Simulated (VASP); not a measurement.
## BaO (strained rocksalt): one r²SCAN single-point calculation in two programs

```
Ba O
1.0
     0.00000    2.79966    2.79966
     2.79966    0.00000    2.79966
     2.79966    2.79966    0.00000
Ba O
1 1
Cartesian
  0.0000 0.0000 0.0000
  2.7997 2.7997 2.7997
```

Each program uses its own PAW datasets. VASP's cell holds 16 valence electrons and Ansatz's 16. Ansatz's stress includes a Pulay correction; VASP's doesn't.

Cutoffs: 520 eV in VASP, 500 eV in Ansatz. k meshes: 8×8×8 and 8×8×8.

|  | VASP | Ansatz |
| --- | --- | --- |
| gap between bands v and c | 2.41 eV | 2.47 eV |
| least direct gap | 2.41 eV | 2.47 eV |
| pressure | -0.6 GPa | -2.1 GPa |

Band v is the last that the valence electrons fill when counted band by band, and c is the next. Levels in eV from the top of v, Ansatz:

```json
{"point": "Γ", "v−1": "-0.38", "v": "-0.38", "c": "4.04", "c+1": "5.19"}
{"point": "X", "v−1": "-0.18", "v": "0.00", "c": "2.47", "c+1": "6.48"}
{"point": "K", "v−1": "-0.69", "v": "-0.14", "c": "3.81", "c+1": "6.76"}
{"point": "L", "v−1": "-1.35", "v": "-1.35", "c": "5.31", "c+1": "7.61"}
{"point": "W", "v−1": "-0.19", "v": "-0.19", "c": "4.93", "c+1": "4.93"}
```

VASP:

```csv
point,v−1,v,c,c+1
Γ,-0.29,-0.29,3.98,5.14
X,-0.13,0.00,2.41,6.44
K,-0.67,-0.13,3.82,6.92
L,-1.35,-1.35,5.28,7.56
W,-0.18,-0.18,5.00,5.00
```
